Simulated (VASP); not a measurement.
# H2CO in VASP: further runs

Runs on H2CO. Level: r2SCAN+D3(BJ). Tasks: single point, molecular dynamics.

Everything below comes from runs of VASP 6.6.1. Logs are shortened: lines on timing, memory, paths and dates and some standing lists are left out, and cuts for length are marked.

### 1 Starting point

The cell holds a amorphous, 24 atoms: a = 7.153 Å, b = 7.153 Å, c = 7.153 Å, α = 90.00°, β = 90.00°, γ = 90.00°.

The cell was built by a generator and needn't be a form met in nature.

### 2 Single point, r2SCAN+D3(BJ)

The input, POSCAR:

```
H2CO
1.0
    7.1530900000      0.0000000000      0.0000000000
    0.0000000000      7.1530900000      0.0000000000
    0.0000000000      0.0000000000      7.1530900000
O C H
6 6 12
Direct
    0.6292385528      0.8507092739      0.8272089405
    0.4947232595      0.3656601553      0.8078886188
    0.0779243656      0.8370927809      0.7217440295
    0.6609451300      0.4171903331      0.4084668304
    0.3723565620      0.9664215046      0.3454171554
    1.1119949560      0.2064562308      1.0461632665
    0.6908622707      0.8358345834      0.6736669048
    0.4098648276      0.2854011343      0.6902052120
    0.1646141737      0.7819557702      0.5880675345
    0.5770373363      0.4143244388      0.2646967954
    0.3922780225      0.9688260598      0.1846334941
    0.9861053055      0.2319417203      0.9324082320
    0.7497598940      0.9507080157      0.5810915283
    0.6861230601      0.7048422430      0.5936455434
    0.3614801435      0.3577195310      0.5702850097
    0.4333511811      0.1368639287      0.6730517860
    0.3101456853      0.7349551033      0.6041864425
    0.0757155299      0.7204019522      0.4584731913
    0.6280222953      0.4210348255      0.1206891008
    0.4103681067      0.4168268538      0.2577068092
    0.4140448394      1.1036349326      0.1277629668
    0.4127027620      0.8251119446      0.1049895919
    0.9349525869      0.3538750386      0.8581466192
    0.9035535692      0.1059821699      0.8969550222
```

The input, INCAR.step1:

```
PREC = Accurate
ENCUT = 520
ISMEAR = -1
SIGMA = 0.02
LREAL = Auto
LASPH = True
NELM = 100
NBANDS = 54
GGA = PE
ALGO = Normal
EDIFF = 1E-4
LWAVE = True
LCHARG = False
```

The input, INCAR.step2:

```
PREC = Accurate
ENCUT = 520
EDIFF = 1E-6
ISMEAR = -1
SIGMA = 0.02
LREAL = Auto
LASPH = True
NELM = 100
ALGO = Normal
ISIF = 2
LWAVE = False
LCHARG = False
METAGGA = R2SCAN
LMIXTAU = True
IVDW = 12
VDW_S6 = 1.0
VDW_S8 = 0.78981345
VDW_A1 = 0.49484001
VDW_A2 = 5.73083694
NBANDS = 54
ISTART = 1
```

The input, KPOINTS:

```
Automatic mesh
0
Gamma
  1 1 1
```

Potentials or basis: VASP PAW PBE potentials, release 64 (O, C, H).

The run is started by

```sh
> cat potpaw_PBE.64/O/POTCAR potpaw_PBE.64/C/POTCAR potpaw_PBE.64/H/POTCAR > POTCAR
> cp INCAR.step1 INCAR
> mpirun -np 1 vasp_gam > vasp.out
> cp INCAR.step2 INCAR
> mpirun -np 1 vasp_gam > vasp.out
```

OUTCAR:

```text
PREC = Accurate
   ENCUT = 520
   EDIFF = 1E-6
   ISMEAR = -1
   LREAL = Auto
   LASPH = True
   NELM = 100
   ISIF = 2
   METAGGA = R2SCAN
   IVDW = 12
   ISTART = 1
 IVDW          = 12

 ion  position               nearest neighbor table
   1  0.629  0.851  0.827-   7 1.19
   2  0.495  0.366  0.808-   8 1.19
   3  0.078  0.837  0.722-   9 1.21
   4  0.661  0.417  0.408-  10 1.19
   5  0.372  0.966  0.345-  11 1.16
   6  0.112  0.206  0.046-  12 1.23
   7  0.691  0.836  0.674-  14 1.10  13 1.14   1 1.19
   8  0.410  0.285  0.690-  15 1.06  16 1.08   2 1.19
   9  0.165  0.782  0.588-  17 1.10   3 1.21  18 1.21
  10  0.577  0.414  0.265-  19 1.09   4 1.19  20 1.19
  11  0.392  0.969  0.185-  21 1.06   5 1.16  22 1.18
  12  0.986  0.232  0.932-  23 1.08  24 1.11   6 1.23
  13  0.750  0.951  0.581-   7 1.14
  14  0.686  0.705  0.594-   7 1.10
  15  0.361  0.358  0.570-   8 1.06
  16  0.433  0.137  0.673-   8 1.08
  17  0.310  0.735  0.604-   9 1.10
  18  0.076  0.720  0.458-   9 1.21
  19  0.628  0.421  0.121-  10 1.09
  20  0.410  0.417  0.258-  10 1.19
  21  0.414  0.104  0.128-  11 1.06
  22  0.413  0.825  0.105-  11 1.18
  23  0.935  0.354  0.858-  12 1.08
  24  0.904  0.106  0.897-  12 1.11

  LATTYP: Found a simple cubic cell.
 ALAT       =     7.1530900000

  Lattice vectors:

 A1 = (   7.1530900000,   0.0000000000,   0.0000000000)
 A2 = (   0.0000000000,   7.1530900000,   0.0000000000)
 A3 = (   0.0000000000,   0.0000000000,   7.1530900000)

Analysis of symmetry for initial positions (statically):
=====================================================================
 Subroutine PRICEL returns:
 Original cell was already a primitive cell.

 Routine SETGRP: Setting up the symmetry group for a
 simple cubic supercell.

 Subroutine GETGRP returns: Found  1 space group operations
 (whereof  1 operations were pure point group operations)
 out of a pool of 48 trial point group operations.

The static configuration has the point symmetry C_1 .

Analysis of symmetry for dynamics (positions and initial velocities):
=====================================================================
 Subroutine PRICEL returns:
 Original cell was already a primitive cell.

 Routine SETGRP: Setting up the symmetry group for a
 simple cubic supercell.

 Subroutine GETGRP returns: Found  1 space group operations
 (whereof  1 operations were pure point group operations)
 out of a pool of 48 trial point group operations.

The dynamic configuration has the point symmetry C_1 .

 Subroutine INISYM returns: Found  1 space group operations
 (whereof  1 operations are pure point group operations),
 and found     1 'primitive' translations

----------------------------------------------------------------------------------------

                                     Primitive cell

  volume of cell :     366.0000

  direct lattice vectors                    reciprocal lattice vectors
     7.153090000  0.000000000  0.000000000     0.139799723  0.000000000  0.000000000
     0.000000000  7.153090000  0.000000000     0.000000000  0.139799723  0.000000000
     0.000000000  0.000000000  7.153090000     0.000000000  0.000000000  0.139799723

  length of vectors
     7.153090000  7.153090000  7.153090000     0.139799723  0.139799723  0.139799723

  position of ions in fractional coordinates (direct lattice)
     0.629238553  0.850709274  0.827208941
     0.494723259  0.365660155  0.807888619
     0.077924366  0.837092781  0.721744030
     0.660945130  0.417190333  0.408466830
     0.372356562  0.966421505  0.345417155
     0.111994956  0.206456231  0.046163267
[... 16 lines left out ...]
     0.934952587  0.353875039  0.858146619
     0.903553569  0.105982170  0.896955022

  ion indices of the primitive-cell ions
   primitive index   ion index
                 1           1
                 2           2
                 3           3
                 4           4
                 5           5
                 6           6
[... 16 lines left out ...]
                23          23
                24          24

----------------------------------------------------------------------------------------

 KPOINTS: Automatic mesh

Automatic generation of k-mesh.
 Grid dimensions read from file:
 generate k-points for:    1    1    1

 Generating k-lattice:

  Cartesian coordinates                     Fractional coordinates (reciprocal lattice)
     0.139799723  0.000000000  0.000000000     1.000000000  0.000000000  0.000000000
     0.000000000  0.139799723  0.000000000     0.000000000  1.000000000  0.000000000
     0.000000000  0.000000000  0.139799723     0.000000000  0.000000000  1.000000000

  Length of vectors
     0.139799723  0.139799723  0.139799723

  Shift w.r.t. Gamma in fractional coordinates (k-lattice)
     0.000000000  0.000000000  0.000000000

 Subroutine IBZKPT returns following result:
 ===========================================

 Found      1 irreducible k-points:

 Following reciprocal coordinates:
            Coordinates               Weight
  0.000000  0.000000  0.000000      1.000000
   k-points           NKPTS =      1   k-points in BZ     NKDIM =      1   number of bands    NBANDS=     54
   number of dos      NEDOS =    301   number of ions     NIONS =     24
   total plane-waves  NPLWV = 157464
   dimension x,y,z NGX =    54 NGY =   54 NGZ =   54
   dimension x,y,z NGXF=   108 NGYF=  108 NGZF=  108
   ions per type =               6   6  12
   NGX,Y,Z   is equivalent  to a cutoff of  12.55, 12.55, 12.55 a.u.
   NGXF,Y,Z  is equivalent  to a cutoff of  25.10, 25.10, 25.10 a.u.
 SYSTEM =  unknown system
   PREC   = accura    normal or accurate (medium, high low for compatibility)
   ISTART =      1    job   : 0-new  1-cont  2-samecut
   ICHARG =      0    charge: 1-file 2-atom 10-const
   ISPIN  =      1    spin polarized calculation?
   LNONCOLLINEAR =      F non collinear calculations
   LSORBIT =      F    spin-orbit coupling
   LASPH  =      T    aspherical Exc in radial PAW
   ENCUT  =  520.0 eV  38.22 Ry    6.18 a.u.  13.30 13.30 13.30*2*pi/ulx,y,z
   NELM   =    100;   NELMIN=  2; NELMDL=  0     # of ELM steps
   EDIFF  = 0.1E-05   stopping-criterion for ELM
   LREAL  =      T    real-space projection
   EDIFFG = 0.1E-04   stopping-criterion for IOM
   NSW    =      0    number of steps for IOM
   IBRION =     -1    ionic relax: 0-MD 1-quasi-New 2-CG
   NFREE  =      0    steps in history (QN), initial steepest desc. (CG)
   ISIF   =      2    stress and relaxation
   ISYM   =      2    0-nonsym 1-usesym 2-fastsym
   POTIM  = 0.5000    time-step for ionic-motion
   TEBEG  =    0.0;   TEEND  =   0.0 temperature during run
   PSTRESS=    0.0 pullay stress
   NELECT =      72.0000    total number of electrons
   NUPDOWN=      -1.0000    fix difference up-down
   EMIN   =  10.00;   EMAX   =-10.00  energy-range for DOS
   EFERMI =   0.00;   METHOD = LEGACY
   ISMEAR =    -1;   SIGMA  =   0.02  broadening in eV -4-tet -1-fermi 0-gaus
   EFERMI_NEDOS =   21; number of points for ismear=-14 and -15
   IALGO  =     38    algorithm
   IMIX   =      4    mixing-type and parameters
     AMIX     =   0.40;   BMIX     =  1.00
     AMIX_MAG =   1.60;   BMIX_MAG =  1.00
  volume/ion in A,a.u.               =      15.25       102.91
  Fermi-wavevector in a.u.,A,eV,Ry     =   0.952121  1.799247 12.334140  0.906534
  Thomas-Fermi vector in A             =   2.080654
   LORBIT       =      0    0 simple, 1 ext, 2 COOP (PROOUT), +10 PAW based schemes
   METAGGA = R2SCAN    functional components
   LHFCALC =     F    Hartree Fock is set to
   AEXX    =    0.0000 exact exchange contribution
   IVDW    =    12    specifies the selected vdW correction
   LEPSILON=     F    determine dielectric tensor
   LRPA    =     F    only Hartree local field effects (RPA)
 non-spin polarized calculation
  energy-cutoff  :      520.00
  volume of cell :      366.00
 maximum number of plane-waves:      4898
 NGX is ok and might be reduce to    54
   NGX = 27   NGY = 27   NGZ = 27

 number of electron      72.0000003 magnetization

 Free energy of the ion-electron system (eV)
  ---------------------------------------------------
  ext. energy  EPLUGINS =         0.00000000
  ---------------------------------------------------
  free energy    TOTEN  =      -142.76487492 eV

  energy without entropy =     -142.76487492  energy(sigma->0) =     -142.76487492

 E-fermi :  -2.7701     XC(G=0):  -6.1151

 val. band max:       -3.3582834992   @ k =   0.0000   0.0000   0.0000
 cond. band min:       0.1753156028   @ k =   0.0000   0.0000   0.0000
 fundamental gap:      3.5335991020
 Fermi energy:        -2.7700669224

 k-point     1 :       0.0000    0.0000    0.0000
  band No.  band energies     occupation
      1     -26.1121      2.00000
      2     -25.9128      2.00000
      3     -25.4946      2.00000
      4     -25.4674      2.00000
      5     -25.3786      2.00000
      6     -25.0266      2.00000
[... 40 lines left out ...]
     47       4.7818      0.00000
     48       4.8599      0.00000
 [bands above 48 left out]

------------------------ aborting loop because EDIFF is reached ----------------------------------------

 Edisp (eV)   -0.44128

 E8    (eV) :    -0.0746

  FORCE on cell =-STRESS in cart. coord.  units (eV):
  Direction    XX          YY          ZZ          XY          YZ          ZX
  --------------------------------------------------------------------------------------
  -------------------------------------------------------------------------------------
  Total      -2.01616     1.28306    10.25748     0.85389    -0.22179    -2.24534
  in kB      -8.82580     5.61663    44.90248     3.73792    -0.97091    -9.82903
  external pressure =       13.90 kB  Pullay stress =        0.00 kB

 VOLUME and BASIS-vectors are now :
 -----------------------------------------------------------------------------
  energy-cutoff  :      520.00
  volume of cell :      366.00
      direct lattice vectors                 reciprocal lattice vectors
     7.153090000  0.000000000  0.000000000     0.139799723  0.000000000  0.000000000
     0.000000000  7.153090000  0.000000000     0.000000000  0.139799723  0.000000000
     0.000000000  0.000000000  7.153090000     0.000000000  0.000000000  0.139799723

 POSITION                                       TOTAL-FORCE (eV/Angst)
 -----------------------------------------------------------------------------------
      4.50100      6.08520      5.91710        -0.459078      0.497050      1.595765
      3.53880      2.61560      5.77890         0.755989      1.577689      2.541773
      0.55740      5.98780      5.16270        -0.099780      0.957205      0.249097
      4.72780      2.98420      2.92180         1.031369     -0.164561      0.822189
      2.66350      6.91290      2.47080        -1.070623     -0.341895      5.899083
      0.80111      1.47680      0.33021        -0.556780      1.464888     -0.819187
[... 16 lines left out ...]
      6.68780      2.53130      6.13840         0.604018      1.215496      0.142526
      6.46320      0.75810      6.41600        -0.181456      0.101730     -0.173812
 -----------------------------------------------------------------------------------
    total drift:                                0.010063      0.020332      0.019149

  FREE ENERGIE OF THE ION-ELECTRON SYSTEM (eV)
  ---------------------------------------------------
  free  energy   TOTEN  =      -143.2061512092 eV

  energy  without entropy=     -143.2061512092  energy(sigma->0) =     -143.20615121
```

It took 2.2 min on 1 thread of Intel Xeon 6975P-C (Granite Rapids), shared host; peak memory 0.4 GiB.

Results:

```yaml
Free_energy: -143.2062 eV
Pressure: 1.4 GPa
Largest_force: 6.005 eV/Å
Band_gap_on_the_k_mesh: 3.53 eV, direct
Dispersion_energy_per_atom: -0.018 eV
```

Forces in eV/Å, atoms in the order of the input:
```
O   -0.459  0.497  1.596
O    0.756  1.578  2.542
O   -0.100  0.957  0.249
O    1.031 -0.165  0.822
O   -1.071 -0.342  5.899
O   -0.557  1.465 -0.819
C    0.748  0.126 -2.713
C    1.559 -1.341 -1.423
C   -1.682 -2.847 -0.843
C   -3.460  0.514 -1.329
C    1.515 -2.468 -4.228
C   -0.033 -2.723  0.857
H   -0.252  0.007  0.928
H    0.030 -0.588  0.184
H   -1.508  0.796 -1.040
H   -0.776 -1.012  0.135
H    0.235  0.461 -0.387
H    1.492  1.224  1.097
H    0.879 -0.150 -0.190
H    1.543 -0.201  0.428
H    0.166  1.025 -1.909
H   -0.478  1.869  0.173
H    0.604  1.215  0.143
H   -0.181  0.102 -0.174
```

Stress tensor (GPa, compression positive):
```
-0.88  0.37 -0.98
 0.37  0.56 -0.10
-0.98 -0.10  4.49
```

Caveat: the standard files for N, O and F lose accuracy on very short bonds; the PAW data sets were made with another functional, which shifts forces and pressure a little.

[end of part 1 of 2]
